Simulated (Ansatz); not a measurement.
NaH (zincblende type), DFT, r2SCAN, all-electron LAPW, scalar-relativistic (Ansatz 0.2.0), on 1 thread of Intel(R) Xeon(R) Platinum 8259CL CPU @ 2.50GHz (Skylake/Cascade Lake) (shared host).

Command: `ansatz run input.yaml --threads 1 --pin off --max-ram 2048MiB --backend cpu --events-out ev --progress --plain --runs-dir out`

```yaml
crystal:
  lattice:
    - [0.0, 2.4104331442, 2.4104331442]
    - [2.4104331442, 0.0, 2.4104331442]
    - [2.4104331442, 2.4104331442, 0.0]
  atoms:
    - { symbol: Na, position: [0.0, 0.0, 0.0] }
    - { symbol: H, position: [0.25, 0.25, 0.25] }
kpoints:
  mp_grid: { grid: [16, 16, 16] }
scf:
  occupations: { method: fermi_dirac, width: 0.1 }
hamiltonian:
  xc: r2scan
  pseudopotentials: { kind: all_electron, lapw: { basis_error: 0.001 } }
output:
  forces: true
  stress: true
  eigenvalues: true
  populations: true
```

How large is the problem that the program sets up?

145 irreducible k-points, 181 plane waves at Γ, 9 bands.

About how long does it take?

12 s of wall time for 6 SCF iterations. Times on shared machines scatter by tens of per cent.
